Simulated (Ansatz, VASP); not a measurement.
HgTe (Coloradoite): VASP beside Ansatz

```
Hg Te
1.0
     0.00000    3.21450    3.21450
     3.21450    0.00000    3.21450
     3.21450    3.21450    0.00000
Hg Te
1 1
Direct
  0.00000 0.00000 0.00000
  0.75000 0.75000 0.75000
```

Alike in both runs: functional PBEsol; k mesh 7 × 7 × 7; occupations fermi-dirac, width 0.05 eV; no spin polarisation.

|  | VASP | Ansatz |
| --- | --- | --- |
| version | VASP 6.6.1 | Ansatz 0.2.0 |
| potentials or method | VASP PAW PBE potentials, release 64 (Hg, Te) | Ansatz PAW |
| plane-wave cutoff (eV) | 520 | 420 |
| valence electrons in the cell | 18 | 36 |
| task | single point | band structure |

|  | VASP | Ansatz | Ansatz less VASP |
| --- | --- | --- | --- |
| gap on the k mesh at the Fermi level (eV) | none | none | - |
| pressure (GPa) | 1.9 | 1.8 | -0.13 |

A gap of «none» marks a metal or a gap that the smearing closes. The two sets of potentials don't hold the same shells in valence.

Caveats: the PAW data sets were made with another functional, which shifts forces and pressure a little (VASP); spin-orbit coupling is left out, which moves the levels of the heavy elements (Ansatz); the PAW data sets come from PBE, with cores solved anew for the run's functional, which leaves a small shift of forces and pressure (Ansatz). Spin-orbit coupling is left out, which matters for the levels of Hg, Te.
